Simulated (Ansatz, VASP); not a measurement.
In: VASP beside Ansatz

```xyz
1
Lattice="0.0000 2.4272 2.4272 2.4272 0.0000 2.4272 2.4272 2.4272 0.0000" Properties=species:S:1:pos:R:3 pbc="T T T"
In    0.0000    0.0000    0.0000
```

Alike in both runs: task single point; functional PBEsol; k mesh 13 × 13 × 13; occupations fermi-dirac, width 0.1 eV; no spin polarisation.

```csv
,VASP,Ansatz
version,VASP 6.6.1,Ansatz 0.2.0
potentials or method,"VASP PAW PBE potentials, release 64 (In_d)","plane waves (420 eV) with PAW, scalar-relativistic"
plane-wave cutoff (eV),520,420
valence electrons in the cell,13,13
```

Ansatz gave:

| Quantity | Value |
| --- | --- |
| pressure (GPa) | -3.7 |

Q: Which values does VASP return?

A: Pressure (GPa): -3.8.

The functional is the same, so the differences come from potentials, cutoffs and numerics. Ansatz warned: «pseudo_functional_mismatch».

Caveats: the PAW data sets were made with another functional, which shifts forces and pressure a little (VASP).
